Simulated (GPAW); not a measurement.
# WS2: band structure with PBE

WS2, a slab with vacuum:

```
CELL_PARAMETERS angstrom
3.18312 0.00000 0.00000
-1.59156 2.75666 0.00000
0.00000 0.00000 35.18056
ATOMIC_POSITIONS crystal
W 0.33333 0.66667 0.59232
W 0.33333 0.66667 0.22340
W 0.66667 0.33333 0.77660
W 0.66667 0.33333 0.40768
S 0.33333 0.66667 0.82115
S 0.33333 0.66667 0.45202
S 0.66667 0.33333 0.63662
S 0.66667 0.33333 0.26774
S 0.33333 0.66667 0.73226
S 0.33333 0.66667 0.36338
S 0.66667 0.33333 0.54798
S 0.66667 0.33333 0.17885
```

```json
{"Program": "GPAW 26.7.0", "Task": "band structure", "Functional": "PBE", "Potentials or basis": "GPAW PAW data sets (gpaw-data 1.2.1)", "Cutoff": "600 eV", "Basis": "pw", "k mesh": "6 × 6 × 1", "Occupations": "fermi-dirac, width 0.05 eV", "Spin": "no spin polarisation", "Maxiter": "150", "Band path": "GMKGALHA,LM,KH", "Band points": "62"}
```

```json
{
  "Largest force": "0.255 eV/Å",
  "Band gap on the k mesh": "1.32 eV, indirect (least direct gap 1.75 eV)",
  "Band gap along the path": "1.32 eV, indirect (least direct gap 1.75 eV)"
}
```

Forces on the atoms (eV/Å):
```
W    0.000  0.000 -0.021
W    0.000  0.000 -0.135
W    0.000  0.000  0.135
W    0.000  0.000  0.021
S    0.000  0.000  0.141
S    0.000  0.000  0.236
S    0.000  0.000  0.255
S    0.000  0.000  0.217
S    0.000  0.000 -0.217
S    0.000  0.000 -0.255
S    0.000  0.000 -0.236
S    0.000  0.000 -0.141
```

Stress tensor (GPa, compression positive):
```
0.86 0.00 0.00
0.00 0.86 0.00
0.00 0.00 1.91
```

Levels at the corners of the path, in eV from the valence-band top:
| point | band 49 | band 50 | band 51 | band 52 | band 53 | band 54 | band 55 | band 56 |
| --- | --- | --- | --- | --- | --- | --- | --- | --- |
| Γ | -0.75 | -0.47 | -0.18 | 0.00 | 2.42 | 2.42 | 2.42 | 2.42 |
| M | -1.44 | -1.40 | -1.37 | -1.35 | 2.36 | 2.37 | 2.38 | 2.38 |
| K | -0.52 | -0.49 | -0.45 | -0.43 | 1.32 | 1.32 | 1.34 | 1.34 |
| Γ | -0.75 | -0.47 | -0.18 | 0.00 | 2.42 | 2.42 | 2.42 | 2.42 |
| A | -0.75 | -0.47 | -0.18 | 0.00 | 2.42 | 2.42 | 2.42 | 2.42 |
| L | -1.44 | -1.40 | -1.37 | -1.35 | 2.36 | 2.37 | 2.38 | 2.38 |
| H | -0.52 | -0.49 | -0.45 | -0.43 | 1.32 | 1.32 | 1.34 | 1.34 |
| A | -0.75 | -0.47 | -0.18 | 0.00 | 2.42 | 2.42 | 2.42 | 2.42 |
| L | -1.44 | -1.40 | -1.37 | -1.35 | 2.36 | 2.37 | 2.38 | 2.38 |
| M | -1.44 | -1.40 | -1.37 | -1.35 | 2.36 | 2.37 | 2.38 | 2.38 |
| K | -0.52 | -0.49 | -0.45 | -0.43 | 1.32 | 1.32 | 1.34 | 1.34 |
| H | -0.52 | -0.49 | -0.45 | -0.43 | 1.32 | 1.32 | 1.34 | 1.34 |

Run time: 27 min on 1 thread of Intel(R) Xeon(R) Processor @ 2.70GHz, with other jobs on the host, peak memory 2.2 GiB.

Caveat: spin-orbit coupling is left out, which moves the levels of the heavy elements. PBE gaps usually lie below the measured ones, often by a third to a half.
